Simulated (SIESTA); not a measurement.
The system is Ru.

```
Ru
1.0
     2.70580    0.00000    0.00000
    -1.35290    2.34329    0.00000
     0.00000    0.00000    4.28190
Ru
2
Direct
  0.66667 0.33333 0.75000
  0.33333 0.66667 0.25000
```

Base run:

| Quantity | Value |
| --- | --- |
| Program | SIESTA 5.4.2 |
| Functional | AM05 |
| Potentials or basis | PseudoDojo 0.4 standard (PBEsol files) |
| Basis | DZP (energy shift 0.003 Ry; two zetas on semicore shells) |
| Grid cutoff | 800 Ry |
| Energy shift | 0.003 Ry |
| k mesh | 11 × 11 × 6 |
| Occupations | fermi-dirac, width 0.05 eV |
| Spin | no spin polarisation |

Its results: band gap on the k mesh none (metal or under the smearing width); pressure -4.6 GPa.

**Question.** After a change of settings the same cell gave: band gap on the k mesh none (metal or under the smearing width); pressure -2.5 GPa. Which change was it?
A. functional from AM05 to RPBE; potentials or basis from PseudoDojo 0.4 standard (PBEsol files) to PseudoDojo 0.4 standard (PBE files)
B. functional from AM05 to PBEsol
C. functional from AM05 to BLYP; potentials or basis from PseudoDojo 0.4 standard (PBEsol files) to PseudoDojo 0.4 standard (PBE files)
D. functional from AM05 to vdW-DF-cx; potentials or basis from PseudoDojo 0.4 standard (PBEsol files) to PseudoDojo 0.4 standard (PBE files)

**Answer.** B.

Caveats: the basis of atomic orbitals isn't converged, which shifts pressures, moduli and gaps; the potentials were made for another functional, which shifts forces and pressure (some runs).

Runs at the PBE level aren't shown here.
